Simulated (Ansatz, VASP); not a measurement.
**One calculation of Nb, two programs**

The input INCAR:

```
SYSTEM = Nb
PREC = Accurate
ENCUT = 520
EDIFF = 1E-6
ISMEAR = -1
SIGMA = 0.08
LREAL = .FALSE.
LASPH = .TRUE.
NELM = 100
ALGO = Normal
ISIF = 2
LWAVE = .FALSE.
LCHARG = .TRUE.
GGA = PS
LELF = .TRUE.
LVHAR = .TRUE.
NBANDS = 12
```

Contents of KPOINTS:

```
regular mesh
0
G
  13 13 13
  0 0 0
```

The input POSCAR:

```
Nb
1.0
    0.0000000000      2.1428321391      2.1428321391
    2.1428321391      0.0000000000      2.1428321391
    2.1428321391      2.1428321391      0.0000000000
Nb
1
Direct
    0.0000000000      0.0000000000      0.0000000000
```

Input for Ansatz:

```yaml
crystal:
  lattice:
    - [0.0, 2.1428321391, 2.1428321391]
    - [2.1428321391, 0.0, 2.1428321391]
    - [2.1428321391, 2.1428321391, 0.0]
  atoms:
    - { symbol: Nb, position: [0.0, 0.0, 0.0] }
kpoints:
  mp_grid: { grid: [13, 13, 13] }
  band_path:
    path:
      - [0.0, 0.0, 0.0]
      - [0.5, 0.0, 0.5]
      - [0.625, 0.25, 0.625]
      - [0.375, 0.375, 0.75]
      - [0.0, 0.0, 0.0]
      - [0.5, 0.5, 0.5]
      - [0.5, 0.25, 0.75]
      - [0.5, 0.0, 0.5]
    npoints: 5
scf:
  occupations: { method: fermi_dirac, width: 0.08 }
hamiltonian:
  xc: pbesol
  pseudopotentials: { kind: all_electron, lapw: { basis_error: 0.00025 } }
output:
  forces: true
  stress: true
  eigenvalues: true
```

Change from the starting cell: volume scaled by 1.04.

Alike in both runs: task single point; functional PBEsol; k mesh 13 × 13 × 13; occupations fermi-dirac, width 0.08 eV; no spin polarisation.

```csv
,VASP,Ansatz
version,VASP 6.6.1,Ansatz 0.2.0
potentials or method,"VASP PAW PBE potentials, release 64 (Nb_sv)","all-electron LAPW, scalar-relativistic"
plane-wave cutoff (eV),520,see its input
```

|  | VASP | Ansatz | Ansatz less VASP |
| --- | --- | --- | --- |
| pressure (GPa) | -12.4 | -12.1 | +0.27 |

Ansatz ran all-electron here, so the differences hold the error of VASP's frozen core and of both bases.

Caveats: the PAW data sets were made with another functional, which shifts forces and pressure a little (VASP).
